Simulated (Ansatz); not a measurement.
K2S: relaxation of cell and atoms

Level of theory: DFT, PBE, PAW with Ansatz's default frozen-core files, scalar-relativistic in Ansatz 0.2.0.

Command: `ansatz run input.yaml --threads 1 --pin off --max-ram 4096MiB --backend cpu --events-out ev --progress --plain --runs-dir out` The run took 46 s on 1 thread of Intel(R) Xeon(R) Processor @ 2.50GHz (Skylake/Cascade Lake), on a shared host, peak memory 0.41 GiB.

```yaml
crystal:
  lattice:
    - [0.0, 3.5281874286, 3.5281874286]
    - [3.5281874286, 0.0, 3.5281874286]
    - [3.5281874286, 3.5281874286, 0.0]
  atoms:
    - { symbol: S, position: [0.0, 0.0, 0.0] }
    - { symbol: K, position: [0.25, 0.25, 0.25] }
    - { symbol: K, position: [0.75, 0.75, 0.75] }
kpoints:
  mp_grid: { grid: [10, 10, 10] }
scf:
  occupations: { method: fermi_dirac, width: 0.03 }
hamiltonian:
  xc: pbe
  pseudopotentials: { kind: paw }
output:
  forces: true
  stress: true
relax:
  f_tol: 0.005
  max_steps: 80
  cell: {}
```

The cell is built from the fluorite type as a first guess.

The cutoff is 420 eV; energies and pressures of the walk include the program's estimate of the Pulay term.

Each frame lists the cell vectors (Å), then Cartesian positions (Å); symmetry keeps all forces zero. Free energies count from the first step, -3980.6681 eV.

The walk took 5 evaluations in all; steps that aren't listed are left out.

Step 1: E = 0.0 meV, P = 4.43 GPa

```
cell 0.0000 3.5282 3.5282 3.5282 0.0000 3.5282 3.5282 3.5282 0.0000
S     0.0000    0.0000    0.0000
K     1.7641    1.7641    1.7641
K     5.2923    5.2923    5.2923
```

Step 2:

```
cell 0.0000 3.6704 3.6704 3.6704 0.0000 3.6704 3.6704 3.6704 0.0000
S     0.0000    0.0000    0.0000
K     1.8352    1.8352    1.8352
K     5.5056    5.5056    5.5056
```

Step 3: E = -190.2 meV, P = 0.22 GPa

```
cell 0.0000 3.7166 3.7166 3.7166 0.0000 3.7166 3.7166 3.7166 0.0000
S     0.0000    0.0000    0.0000
K     1.8583    1.8583    1.8583
K     5.5749    5.5749    5.5749
```

**Question.** Give the energy, pressure of step 2.

**Answer.** E = -176.1 meV, P = 1.00 GPa
```
S     0.0000    0.0000    0.0000
K     1.8352    1.8352    1.8352
K     5.5056    5.5056    5.5056
```

**Question.** How does the relaxation end?

**Answer.** It converges, with a = 7.463 Å, b = 7.463 Å, c = 7.463 Å, α = 90.00°, β = 90.00°, γ = 90.00° (conventional cell, space group Fm-3m). The last solve (on a basis chosen afresh for the final cell, so its energy is not quite comparable) gives E = -191.3 meV, P = 0.00 GPa:
```
cell 0.0000 3.7313 3.7313 3.7313 0.0000 3.7313 3.7313 3.7313 0.0000
S     0.0000    0.0000    0.0000
K     1.8657    1.8657    1.8657
K     5.5970    5.5970    5.5970
```
